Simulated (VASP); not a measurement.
Crystal: KCl (Sylvite).

```xyz
2
Lattice="0.0000 3.1465 3.1465 3.1465 0.0000 3.1465 3.1465 3.1465 0.0000" Properties=species:S:1:pos:R:3 pbc="T T T"
K     0.0000    0.0000    0.0000
Cl    3.1465    3.1465    3.1465
```

Base run:

| Property | Result |
| --- | --- |
| Program | VASP 6.6.1 |
| Functional | HSE03 |
| Potentials or basis | VASP PAW PBE potentials, release 64 (K_sv, Cl) |
| Cutoff | 520 eV |
| k mesh | 6 × 6 × 6 |
| Occupations | gaussian, width 0.02 eV |
| Spin | no spin polarisation |

Its results: band gap on the k mesh 6.25 eV, direct; pressure 0.5 GPa.

Question: The run is repeated on the same cell with these changes: functional from HSE03 to HSE06. What comes out?

Answer: Band gap on the k mesh 6.52 eV, direct; pressure 0.5 GPa.

Caveats: the PAW data sets were made with another functional, which shifts forces and pressure a little.
